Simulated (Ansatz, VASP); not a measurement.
In3Se in VASP and in Ansatz

The input INCAR:

```
SYSTEM = In3Se
PREC = Accurate ; ENCUT = 520
EDIFF = 1E-7 ; ISMEAR = 0
SIGMA = 0.15 ; LREAL = .FALSE.
LASPH = .TRUE. ; NELM = 80
ALGO = Normal ; ISIF = 2
LWAVE = .FALSE. ; LCHARG = .FALSE.
GGA = PE ; NBANDS = 30
```

Contents of KPOINTS:

```
Automatic mesh
0
G
  8 8 8
  0 0 0
```

Contents of POSCAR:

```
In3Se
1.0
    4.7904425522      0.0000000000      0.0000000000
    0.0000000000      4.7904425522      0.0000000000
    0.0000000000      0.0000000000      4.7904425522
In Se
3 1
Direct
    0.0000000000      0.5000000000      0.5000000000
    0.5000000000      0.0000000000      0.5000000000
    0.5000000000      0.5000000000      0.0000000000
    0.0000000000      0.0000000000      0.0000000000
```

Input for Ansatz:

```yaml
crystal:
  lattice:
    - [4.7904425522, 0.0, 0.0]
    - [0.0, 4.7904425522, 0.0]
    - [0.0, 0.0, 4.7904425522]
  atoms:
    - { symbol: In, position: [0.0, 0.5, 0.5] }
    - { symbol: In, position: [0.5, 0.0, 0.5] }
    - { symbol: In, position: [0.5, 0.5, 0.0] }
    - { symbol: Se, position: [0.0, 0.0, 0.0] }
basis:
  ecutwfc: 420
kpoints:
  mp_grid: { grid: [8, 8, 8] }
hamiltonian:
  xc: pbe
scf:
  occupations: { method: gaussian, width: 0.15 }
output:
  forces: true
  stress: true
  eigenvalues: true
```

The cell comes from a database or a generator and needn't be the stable form of this composition.

Alike in both runs: task single point; functional PBE; k mesh 8 × 8 × 8; occupations gaussian, width 0.15 eV; no spin polarisation.

```csv
,VASP,Ansatz
version,VASP 6.6.1,Ansatz 0.2.0
potentials or method,"VASP PAW PBE potentials, release 64 (In_d, Se)","scalar-relativistic, plane waves, PAW"
plane-wave cutoff (eV),520,420
valence electrons in the cell,45,55
```

Ansatz gave:

| Property | Result |
| --- | --- |
| gap on the k mesh at the Fermi level (eV) | none |
| pressure (GPa) | 0.0 |

**Question.** Which values does VASP return?

**Answer.** gap on the k mesh at the Fermi level (eV): none; pressure (GPa): -0.1.

A gap of «none» marks a metal or a gap that the smearing closes. The functional is the same, so the differences come from potentials, cutoffs and numerics. The two sets of potentials don't hold the same shells in valence.
